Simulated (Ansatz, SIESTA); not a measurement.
This is a calculation of SiC (Moissanite) for SIESTA 5.4.2. 

The input SiC.fdf:

```
SystemName                      Moissanite
SystemLabel                     SiC
NumberOfSpecies                 2
NumberOfAtoms                   4
%block ChemicalSpeciesLabel
  1  14 Si
  2   6 C
%endblock ChemicalSpeciesLabel

LatticeConstant                 1.0 Ang
%block LatticeVectors
     3.0760000000     0.0000000000     0.0000000000
    -1.5380000000     2.6638941420     0.0000000000
     0.0000000000     0.0000000000     5.0480000000
%endblock LatticeVectors
AtomicCoordinatesFormat         Fractional
%block AtomicCoordinatesAndAtomicSpecies
     0.6666666667     0.3333333333     0.5000000000  1  Si
     0.3333333333     0.6666666667     0.0000000000  1  Si
     0.6666666667     0.3333333333     0.8850000000  2  C
     0.3333333333     0.6666666667     0.3850000000  2  C
%endblock AtomicCoordinatesAndAtomicSpecies

%block kgrid.MonkhorstPack
   10   0   0  0.0
    0  10   0  0.0
    0   0   5  0.0
%endblock kgrid.MonkhorstPack
XC.Functional                   GGA
XC.Authors                      PBEsol
PAO.BasisSize                   DZP
PAO.EnergyShift                 0.003 Ry
Mesh.Cutoff                     500 Ry
OccupationFunction              FD
ElectronicTemperature           0.05 eV
MaxSCFIterations                120
SCF.MustConverge                false
SCF.Mixer.Method                Pulay
SCF.Mixer.Weight                0.25
SCF.Mixer.History               8
SCF.DM.Tolerance                5.0e-05
SCF.H.Tolerance                 1.0e-03 eV
WriteForces                     true
Charge.Mulliken                 end
Charge.Hirshfeld                end
Charge.Voronoi                  end
SaveRho                         true
SaveElectrostaticPotential      true
```

Potentials or basis: PseudoDojo 0.4 standard (PBEsol files), converted to PSML, two zetas on semicore shells, DZP (energy shift 0.003 Ry).

Launch:

```sh
$ siesta < SiC.fdf > SiC.out 2>&1
```

Task: Set up the same calculation for Ansatz 0.2.0. Potentials or basis there: Ansatz PAW, cutoff 420 eV.

Result: As run (cutoffs and basis follow the program's own potentials, and thresholds, step limits or extra output files can differ):

File input.yaml:

```yaml
crystal:
  lattice:
    - [3.076, 0.0, 0.0]
    - [-1.538, 2.663894142, 0.0]
    - [0.0, 0.0, 5.048]
  atoms:
    - { symbol: Si, position: [0.6666666667, 0.3333333333, 0.5] }
    - { symbol: Si, position: [0.3333333333, 0.6666666667, 0.0] }
    - { symbol: C, position: [0.6666666667, 0.3333333333, 0.885] }
    - { symbol: C, position: [0.3333333333, 0.6666666667, 0.385] }
hamiltonian:
  xc: pbesol
  pseudopotentials: { kind: paw }
kpoints:
  mp_grid: { grid: [10, 10, 5] }
scf:
  occupations: { method: fermi_dirac, width: 0.05 }
output:
  forces: true
  stress: true
  eigenvalues: true
```

Potentials or basis: Ansatz PAW.

The run is started by

```bash
$ ansatz run input.yaml --threads 1 --pin off --max-ram 3584MiB --backend cpu --events-out ev --progress --plain --runs-dir out
```

Both were run:

|  | SIESTA | Ansatz |
| --- | --- | --- |
| Pressure | 3.4 GPa | 0.3 GPa |
| Largest force | 0.834 eV/Å | 0.747 eV/Å |

Ansatz's pressure holds a Pulay term of +0.30 GPa for its cutoff of 420 eV, which the other run lacks.

Ansatz's potentials were made for PBE.

Where Ansatz's input types no cutoff or centring, it takes its own default and a Γ-centred mesh.

The two runs disagree by more than potentials and bases usually give (in gap, levels, pressure or energy); the cause wasn't traced.

Pressure is positive in compression.
